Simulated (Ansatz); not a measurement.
## Si (P6_3/mmc): G0W0 against its settings

A 4-atom cell of Si (P6_3/mmc) from a materials database, relaxed with r2SCAN; one-shot G0W0 in Ansatz without spin-orbit coupling. (Simulation; spin polarisation is off.)

```cif
data_structure
_symmetry_space_group_name_H-M 'P 1'
_symmetry_Int_Tables_number 1
_cell_length_a 3.8321
_cell_length_b 3.8321
_cell_length_c 6.3412
_cell_angle_alpha 90.000
_cell_angle_beta 90.000
_cell_angle_gamma 120.000
_cell_volume 80.65
loop_
_atom_site_label
_atom_site_type_symbol
_atom_site_fract_x
_atom_site_fract_y
_atom_site_fract_z
_atom_site_occupancy
Si1 Si 0.33333 0.66667 0.06306 1
Si2 Si 0.66667 0.33333 0.56306 1
Si3 Si 0.33333 0.66667 0.43694 1
Si4 Si 0.66667 0.33333 0.93694 1
```

Gaps are read over the mesh points alone. G0W0 here is at a finite number of bands, screening cutoff and k mesh, not at the basis limit.
```csv
start,potentials,frequency model,mesh,empty bands,screening cutoff (eV),Kohn-Sham gap (eV),G0W0 gap (eV),rough cost
r2SCAN,PAW,contour deformation,6×6×2,131,80,0.61,0.90,50 core-seconds
r2SCAN,PAW,contour deformation,6×6×2,303,140,0.61,1.01,4 core-minutes
r2SCAN,PAW,contour deformation,6×6×2,557,210,0.61,1.05,19 core-minutes
HSE06,PAW,contour deformation,6×6×2,303,140,0.97,1.14,8 core-minutes
LDA,PAW,contour deformation,6×6×2,303,140,0.32,0.84,4 core-minutes
PBE,PAW,contour deformation,6×6×2,303,140,0.42,0.89,4 core-minutes
r2SCAN,PAW,Godby-Needs pole,6×6×2,303,140,0.61,0.98,5 core-minutes
r2SCAN,PAW,contour deformation,6×6×4,131,80,0.61,0.90,100 core-seconds
r2SCAN,norm-conserving,contour deformation,6×6×2,303,140,0.61,1.01,4 core-minutes
```

Over the mesh points the r2SCAN gap of 0.61 eV becomes a quasiparticle gap of 1.05 eV (Γ to M), a change of +0.44 eV. Renormalisation factors Z lie between 0.73 and 0.79.

Raising bands and cutoff together moves the gap by +0.11 eV (80 to 140 eV), then +0.04 eV (140 to 210 eV); the last step is still large, so the basis limit isn't reached. Starting from HSE06 (0.97 eV against r2SCAN's 0.61 eV) gives 1.14 eV, +0.13 eV from G0W0@r2SCAN at the same screening cutoff. Starting from LDA (0.32 eV against r2SCAN's 0.61 eV) gives 0.84 eV, -0.17 eV from G0W0@r2SCAN at the same screening cutoff. Starting from PBE (0.42 eV against r2SCAN's 0.61 eV) gives 0.89 eV, -0.12 eV from G0W0@r2SCAN at the same screening cutoff. The Godby-Needs plasmon pole differs from contour deformation by -0.03 eV. A 6×6×4 mesh in place of 6×6×2 changes the opening over r2SCAN by -0.01 eV (the gap on the mesh by 0.00 eV). Norm-conserving potentials (wave cutoff 490 eV against 500 eV) shift the quasiparticle gap by 0.00 eV and the r2SCAN gap by 0.00 eV. r2SCAN runs take a wave cutoff of 500 eV.
